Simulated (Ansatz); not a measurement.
## Two-dimensional strain map in TaN

Method: Ansatz 0.2.0, DFT PBEsol, scalar-relativistic, plane waves, PAW. Settings: plane waves to 420 eV, k-mesh 24×24×20 (Γ-centred), Gaussian smearing 0.15 eV. Spin–orbit coupling is left out, which can shift energies with elements as heavy as these. No spin polarisation. Energies are free energies at this smearing, counted from the undisturbed cell; pressure is positive in compression.

Reference structure (relaxed at this level; this form isn't the usual structure):

```
Ta N
1.0
     2.92399    0.00000    0.00000
    -1.46199    2.53225    0.00000
     0.00000    0.00000    2.87073
Ta N
1 1
Direct
  0.33333 0.66667 0.50000
  0.00000 0.00000 0.00000
```

The cell is strained by p along both x and y and by q along z, fractional coordinates fixed. Points are written (p, q).

Energy above the undisturbed cell in meV/atom (a dash: not computed):

```csv
p \ q,-0.080,-0.040,0.000,0.040,0.080
-0.080,912.0,619.2,463.9,?,467.2
-0.040,419.3,198.9,104.7,110.9,197.1
0.000,216.3,?,0.0,41.9,155.2
0.040,229.6,102.5,85.2,152.3,283.9
0.080,399.4,?,308.0,392.5,?
```

Q: Fill in the withheld energies.

A: (-0.080, 0.040): 420.3; (0.000, -0.040): 49.5; (0.080, -0.040): 302.2; (0.080, 0.080): 536.2.